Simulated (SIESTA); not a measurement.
Runs of SIESTA 5.4.2 on HfO2. It takes space group P4_2/nmc (No. 137, tetragonal). Conventional cell: a = 3.558 Å, b = 3.558 Å, c = 5.172 Å, α = 90.00°, β = 90.00°, γ = 90.00°. Around Hf (site symmetry -4m2) lie 4 O at 2.05 Å. O (site symmetry 2mm) has 2 Hf at 2.05 Å as nearest neighbours. Measurements of this composition are mostly on another form, of space group No. 14.

| level | potentials or basis | gap on the mesh (eV) | pressure (GPa) | largest force (eV/Å) |
| --- | --- | --- | --- | --- |
| BLYP | PseudoDojo 0.4 standard (PBE files), DZP (energy shift 0.003 Ry; two zetas on semicore shells) | 4.58 | (b) | 0.31 |
| AM05 | PseudoDojo 0.4 standard (PBEsol files), DZP (energy shift 0.003 Ry; two zetas on semicore shells) | 4.51 | 4.5 | 0.22 |
| PW91 | PseudoDojo 0.4 standard (PBE files), DZP (energy shift 0.003 Ry; two zetas on semicore shells) | 4.58 | 12.1 | 0.29 |
| revPBE | PseudoDojo 0.4 standard (PBE files), DZP (energy shift 0.003 Ry; two zetas on semicore shells) | (a) | (c) | 0.31 |
| LDA | PseudoDojo 0.4 standard (LDA files), DZP (energy shift 0.003 Ry; two zetas on semicore shells) | 4.43 | -3.4 | 0.16 |

Alike in all rows: task band structure; no spin polarisation; cell as given; k mesh 6 × 6 × 4; smearing fermi-dirac 0.05 eV; grid cutoff 800 Ry; energy shift 0.003 Ry.

Question: Estimate the missing entries.

Answer: (a) 4.66; (b) 19.9; (c) 15.8.

Caveats: short orbitals over semicore shells can move pressures by several GPa; spin-orbit coupling is left out, which moves the levels of the heavy elements; the basis of atomic orbitals isn't converged, which shifts pressures, moduli and gaps; the potentials were made for another functional, which shifts forces and pressure (some runs).

A k mesh can miss the band edges, and the runs leave out spin-orbit coupling on Hf.

Runs at the PBE level aren't shown here.
